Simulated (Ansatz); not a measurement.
Free-standing chains of the atoms of Sn, named by their start (strip: triangular double chain, ladder: square double chain); atoms and period are relaxed, and energies count from relaxed bulk Sn (Fd-3m, 36.84 Å³/atom, gap on the mesh 0.00 eV).

Theory: DFT PBE, scalar-relativistic, plane waves, PAW (Ansatz 0.2.0).

Plane waves to 420 eV, a k mesh through Γ of 1×1×23 on the computed 2-atom cell and Gaussian smearing (0.05 eV); collinear spin from starting moments 0.5 0.5 μB.

Start (strip chain):

```
CELL_PARAMETERS angstrom
11.30000 0.00000 0.00000
0.00000 9.30000 0.00000
0.00000 0.00000 2.74900
ATOMIC_POSITIONS crystal
Sn 0.39672 0.50000 0.00000
Sn 0.60328 0.50000 0.50000
```

Q: Relax it.

A: The free energy falls by 404 meV/atom.

- excess energy (eV per host atom): 0.693
- period (Å): 3.056
- gap on the mesh (eV): 0
- highest filled level or Fermi level under vacuum (eV): 4.19
- size of the moment (μB per cell): 0.00

Relaxed structure:
```
CELL_PARAMETERS angstrom
11.30000 0.00000 0.00000
0.00000 9.30000 0.00000
0.00000 0.00000 3.05645
ATOMIC_POSITIONS crystal
Sn 0.38482 0.50000 0.00000
Sn 0.61518 0.50000 0.50000
```

Each run keeps its start's symmetry and one magnetic start, so lower states can exist.

It took 25 s on 2 threads of AMD EPYC 9R45 96-Core Processor (Zen 5), on a shared host, peak memory 0.66 GiB.